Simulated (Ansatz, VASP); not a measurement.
**One calculation of BAs, two programs**

```
B As
1.0
     3.34599    0.00000    0.00000
     0.00000    4.73194    0.00000
     0.00000    0.00000    3.34599
B As
2 2
Direct
  0.00000 0.00000 0.99999
  0.50000 0.50000 0.49999
  0.50000 0.25000 0.99999
  0.00000 0.75000 0.49999
```

The cell was built by a generator and needn't be a form met in nature.

Alike in both runs: functional LDA; k mesh 8 × 6 × 8; occupations gaussian, width 0.02 eV; no spin polarisation.

Ansatz relaxed the structure, and its values are those at the end. VASP's run is a single point on that final structure, the one shown.

|  | VASP | Ansatz |
| --- | --- | --- |
| version | VASP 6.6.1 | Ansatz 0.2.0 |
| potentials or method | VASP PAW LDA potentials, release 64 (B, As) | scalar-relativistic, plane waves, PAW |
| plane-wave cutoff (eV) | 520 | 420 |
| valence electrons in the cell | 16 | 36 |

|  | VASP | Ansatz | Ansatz less VASP |
| --- | --- | --- | --- |
| gap on the k mesh at the Fermi level (eV) | 1.10 | 1.11 | +0.009 |
| least direct gap on the mesh (eV) | 1.32 | 1.32 | +0.002 |
| pressure (GPa) | 1.0 | 0.0 | -1.03 |

The two sets of potentials don't hold the same shells in valence. Ansatz warned: «pseudo_functional_mismatch».

A k mesh can miss the band edges.
